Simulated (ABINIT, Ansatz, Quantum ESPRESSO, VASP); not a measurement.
## One calculation of TePt, 4 ways

```
Pt Te
1.0
     3.95488    0.00000    0.00000
    -1.97744    3.42502    0.00000
     0.00000    0.00000    3.85976
Pt Te
1 1
Direct
  0.00000 0.00000 0.00000
  0.66667 0.33333 0.50000
```

Measurements of this composition are mostly on another form, of space group No. 166.

Alike in all runs: task single point; functional PBE; k mesh 8 × 8 × 7; occupations fermi-dirac, width 0.05 eV; no spin polarisation; no spin-orbit coupling. Pressure is positive in compression and, in plane waves, holds the error of the finite cutoff, which Ansatz's Pulay term estimates and takes out.

```csv
program and potentials,plane-wave cutoff (eV),notes,pressure (GPa)
"Ansatz, Ansatz PAW",420,17 valence electrons an atom on average; Pulay term of +0.03 GPa included,-11.58
"Quantum ESPRESSO, SSSP 1.3 efficiency PBE",748,11 valence electrons an atom on average,-11.31
"VASP, PBE PAW files Pt, Te, 520 eV",520,8 valence electrons an atom on average,-11.74
"ABINIT, JTH PAW PBE v2.0",435,8 valence electrons an atom on average,-11.14
```

The pressure spans -11.74 (VASP, PBE PAW files Pt, Te, 520 eV) to -11.14 GPa (ABINIT, JTH PAW PBE v2.0). The cell lies far from this level's equilibrium.

The functional is the same throughout but for its coding, so the spread measures potentials, basis and numerics; runs on potential files found faulty are left out.
